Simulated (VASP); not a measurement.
Here is a VASP 6.6.1 calculation.

INCAR

```
PREC     = Accurate       # precision mode
ENCUT    = 520            # plane-wave cutoff, eV
EDIFF    = 1E-7           # SCF threshold, eV
ISMEAR   = 0              # smearing method
SIGMA    = 0.02           # smearing width, eV
LREAL    = False          # projectors in reciprocal space
LASPH    = True           # aspherical terms in the spheres
NELM     = 60             # most SCF steps
ALGO     = Normal         # electronic algorithm
ISIF     = 2              # what is computed and relaxed
LWAVE    = False          # write WAVECAR
LCHARG   = False          # write CHGCAR
METAGGA  = R2SCAN         # meta-GGA
LMIXTAU  = True         
NBANDS   = 28             # bands
```

KPOINTS

```
regular mesh
0
Gamma
  6 6 4
```

POSCAR

```
SnSe
1.0
    4.2336300000      0.0000000000      0.0000000000
    0.0000000000      4.2336300000      0.0000000000
    0.0000000000      0.0000000000     11.0038100000
Sn Se
2 2
Direct
    0.5000000000      0.0000000000      0.3783800000
    0.0000000000      0.5000000000      0.6216200000
    0.5000000000      0.0000000000      0.6232000000
    0.0000000000      0.5000000000      0.3768000000
```

Potentials or basis: VASP PAW PBE potentials, release 64 (Sn_d, Se).

Command:

```bash
$ cat potpaw_PBE.64/Sn_d/POTCAR potpaw_PBE.64/Se/POTCAR > POTCAR
$ mpirun -np 1 vasp_std > vasp.out
```

Problem. Predict the band gap on the k mesh.

Solution. 1.72 eV, indirect (least direct gap 1.73 eV).

Problem. Predict the largest force.

Solution. 0.129 eV/Å.

Forces on the atoms (eV/Å):
```
Sn   0.000  0.000 -0.129
Sn   0.000  0.000  0.129
Se   0.000  0.000 -0.095
Se   0.000  0.000  0.095
```

Caveat: the PAW data sets were made with another functional, which shifts forces and pressure a little; spin-orbit coupling is left out, which moves the levels of the heavy elements.
